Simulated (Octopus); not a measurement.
AlN under changes of volume

One of the cells (10.417 Å³/atom); the others are scaled copies at fixed shape and fractional positions:

```xyz
2
Lattice="0.0000 2.1840 2.1840 2.1840 0.0000 2.1840 2.1840 2.1840 0.0000" Properties=species:S:1:pos:R:3 pbc="T T T"
Al    0.0000    0.0000    0.0000
N     1.0920    1.0920    1.0920
```

Measurements of this composition are mostly on another form, of space group No. 186.

```yaml
Program: Octopus 16.4
Functional: PBEsol
Potentials_or_basis: pseudodojo_pbesol (PseudoDojo 0.4, PBEsol)
Grid_spacing: 0.129 Å
k_mesh: 10 × 10 × 10
Occupations: fermi-dirac, width 0.05 eV
Spin: no spin polarisation
```

```tsv
volume (Å³/atom)	energy over the lowest point (meV/atom)	gap on the mesh (eV)
9.792	32.58	3.21
10.001	15.76	3.21
10.209	?	?
10.417	0.00	3.19
10.626	1.68	3.18
10.834	8.50	3.17
11.042	19.43	3.16
```

What does the run at 10.209 Å³/atom give?

Energy over the lowest point 6.29 meV/atom; gap on the mesh 3.20 eV.

Worked out: A Birch-Murnaghan fit of order 3 (a polynomial in V^(-2/3)) to the other rows has its minimum at 10.47 Å³/atom with B0 = V·E''(V) = 216 GPa (rough, since the energies scatter). It gives 4.87 meV/atom at 10.209 Å³/atom, against the run's 6.29. A straight line through the other rows of the gap, of slope -0.439 eV per unit of ln V, gives 3.20 eV, against the run's 3.20.

Energies are extrapolated to zero smearing.

A mesh can miss the band edges.
